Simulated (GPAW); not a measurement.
The system is ZnS (Wurtzite-2H).

```
CELL_PARAMETERS angstrom
3.81100 0.00000 0.00000
-1.90550 3.30042 0.00000
0.00000 0.00000 6.23400
ATOMIC_POSITIONS crystal
Zn 0.66667 0.33333 0.50000
Zn 0.33333 0.66667 0.00000
S 0.66667 0.33333 0.88500
S 0.33333 0.66667 0.38500
```

- Program: GPAW 26.7.0
- Task: relaxation of cell and atoms
- Functional: TASK
- Potentials or basis: GPAW PAW data sets (gpaw-data 1.2.1)
- Cutoff: 600 eV
- Basis: pw
- k mesh: 6 × 6 × 3
- Occupations: fermi-dirac, width 0.05 eV
- Spin: no spin polarisation

At the start: pressure 5.6 GPa; volume 19.60 Å³/atom.

**Question.** How do energy, volume and symmetry change on relaxing?

**Answer.** Over 8 steps the energy falls by 30.6 meV/atom and the volume is 21.17 Å³/atom (+8.0 %); space group P6_3mc (No. 186, to 0.05 Å).

The path:
```tsv
step	energy change (eV)	largest force (eV/Å)	pressure (GPa)	volume (Å³)
1	0.0000	0.3155	5.64	78.41
2	-0.0253	0.2646	4.99	78.99
3	-0.1163	0.0696	0.97	83.34
4	-0.1186	0.0880	0.53	83.92
5	-0.1203	0.0780	0.18	84.39
6	-0.1217	0.0418	-0.08	84.74
7	-0.1223	0.0071	-0.10	84.76
8	-0.1223	0.0062	-0.04	84.68
```

Final structure:
```
Zn S
1.0
     3.91274    0.00000    0.00000
    -1.95637    3.38853    0.00000
     0.00000    0.00000    6.38672
Zn S
2 2
Direct
  0.66667 0.33333 0.50467
  0.33333 0.66667 0.00467
  0.66667 0.33333 0.88033
  0.33333 0.66667 0.38033
```

Caveat: later steps reuse the first step's grids; the PAW data sets were made with another functional, which shifts forces and pressure a little.
